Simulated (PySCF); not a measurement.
Molecule: `C(C)(C)(C)O`, C₄H₁₀O.

Molfile (atoms numbered from 1):
```
C4H10O
     RDKit          3D

 15 14  0  0  0  0  0  0  0  0999 V2000
    0.1659   -1.3622   -0.4509 C   0  0  0  0  0  0  0  0  0  0  0  0
   -0.0896   -0.0179    0.2284 C   0  0  0  0  0  0  0  0  0  0  0  0
   -0.8898    0.9057   -0.6881 C   0  0  0  0  0  0  0  0  0  0  0  0
    1.2224    0.6363    0.6360 C   0  0  0  0  0  0  0  0  0  0  0  0
   -0.7989   -0.2221    1.4401 O   0  0  0  0  0  0  0  0  0  0  0  0
    0.7540   -1.2469   -1.3743 H   0  0  0  0  0  0  0  0  0  0  0  0
    0.7103   -2.0325    0.2306 H   0  0  0  0  0  0  0  0  0  0  0  0
   -0.7864   -1.8486   -0.7210 H   0  0  0  0  0  0  0  0  0  0  0  0
   -1.0984    1.8574   -0.1771 H   0  0  0  0  0  0  0  0  0  0  0  0
   -0.3488    1.1202   -1.6224 H   0  0  0  0  0  0  0  0  0  0  0  0
   -1.8544    0.4451   -0.9600 H   0  0  0  0  0  0  0  0  0  0  0  0
    1.8466    0.8552   -0.2427 H   0  0  0  0  0  0  0  0  0  0  0  0
    1.7825   -0.0275    1.3108 H   0  0  0  0  0  0  0  0  0  0  0  0
    1.0234    1.5762    1.1716 H   0  0  0  0  0  0  0  0  0  0  0  0
   -1.6390   -0.6384    1.2190 H   0  0  0  0  0  0  0  0  0  0  0  0
  1  2  1  0
  2  3  1  0
  2  4  1  0
  2  5  1  0
  1  6  1  0
  1  7  1  0
  1  8  1  0
  3  9  1  0
  3 10  1  0
  3 11  1  0
  4 12  1  0
  4 13  1  0
  4 14  1  0
  5 15  1  0
M  END
```

Geometry PBE0-D3(BJ)/def2-SVP throughout; GIAO in PySCF 2.14.0 with density-fitted response routines, gas phase, one conformer, non-relativistic; equivalent atoms averaged; functional PBE0.

For orientation, STO-3G gives these shifts δ (against TMS, H2O at the same level): C2 58.0, C1/C3/C4 25.2, O5 17.6, H6/H7/H8/H9/H10/H11/H12/H13/H14 0.88, H15 -2.54 ppm.

A run gave: C2 67.9, C1/C3/C4 36.1, O5 89.0, H6/H7/H8/H9/H10/H11/H12/H13/H14 1.45, H15 -1.21 ppm (shifts δ (against TMS, H2O at the same level)).

Which basis set was used in that run?
A. def2-TZVP
B. pcSseg-0
C. 6-311+G(2d,p)
D. IGLO-III

Answers

B. H15 tells them apart best: pcSseg-0 gives -1.21, IGLO-III gives -0.32, 6-311+G(2d,p) gives -0.55, def2-TZVP gives -0.50 ppm.
